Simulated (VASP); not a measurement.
KBr in VASP 6.6.1, single-point calculation

INCAR

```
NBANDS = 15
LREAL = .FALSE.
ALGO = Normal
EDIFF = 1E-7
ISMEAR = 0
IBRION = -1
LCHARG = .FALSE.
LWAVE = .FALSE.
ENCUT = 250
SIGMA = 0.01
LASPH = .TRUE.
ISIF = 2
NSW = 0
PREC = Accurate
NELM = 66
METAGGA = R2SCAN
```

KPOINTS

```
KPOINTS created by Atomic Simulation Environment
0
Gamma
6 6 6
0 0 0
```

POSCAR

```
K  Br
 1.0000000000000000
     0.0000000000000000    3.1518474961999998    3.1518474961999998
     3.1518474961999998    0.0000000000000000    3.1518474961999998
     3.1518474961999998    3.1518474961999998    0.0000000000000000
 K   Br
   1   1
Cartesian
  0.0000000000000000  0.0000000000000000  0.0000000000000000
  3.1518474961999998  3.1518474961999998  3.1518474961999998
```

The recommended PBE PAW datasets give the neutral cell 16 valence electrons.

Command

```
mpirun -np 1 vasp_std
```

Problem. Predict the outcome of this run.

Solution. It converged. Results: gap between bands v and c on the k mesh 5.51 eV; least direct gap on the k mesh 5.51 eV; pressure 3.0 GPa. Band v is the last that the valence electrons fill when counted band by band, and c is the next.

OSZICAR

```
N       E                     dE             d eps       ncg     rms          rms(c)
DAV:   1     0.379428718321E+02    0.37943E+02   -0.47380E+03   488   0.553E+02
DAV:   2    -0.240054455437E+02   -0.61948E+02   -0.57919E+02   641   0.167E+02
DAV:   3    -0.268654705580E+02   -0.28600E+01   -0.28440E+01   665   0.330E+01
DAV:   4    -0.269535203157E+02   -0.88050E-01   -0.88039E-01   681   0.521E+00
DAV:   5    -0.269549924925E+02   -0.14722E-02   -0.14722E-02   680   0.565E-01    0.308E+00
DAV:   6    -0.231573038188E+02    0.37977E+01   -0.10696E+00   657   0.843E+00    0.237E+00
DAV:   7    -0.231308079597E+02    0.26496E-01   -0.14338E-01   627   0.225E+00    0.114E+00
DAV:   8    -0.231395866871E+02   -0.87787E-02   -0.95799E-03   550   0.669E-01    0.496E-01
DAV:   9    -0.231434918655E+02   -0.39052E-02   -0.23473E-03   529   0.415E-01    0.946E-02
DAV:  10    -0.231436116636E+02   -0.11980E-03   -0.69618E-05   634   0.568E-02    0.470E-02
DAV:  11    -0.231436917888E+02   -0.80125E-04   -0.53503E-05   529   0.608E-02    0.445E-03
DAV:  12    -0.231436920527E+02   -0.26385E-06   -0.14575E-06   648   0.843E-03    0.210E-03
DAV:  13    -0.231436921457E+02   -0.92982E-07   -0.18780E-07   550   0.254E-03
   1 F= -.23143692E+02 E0= -.23143692E+02  d E =-.850084E-68
```

These settings aren't sound, so the numbers aren't properties of the crystal.

On sound settings r²SCAN gives a gap of 5.51 eV on its mesh and a pressure of 3.2 GPa for the intended cell.
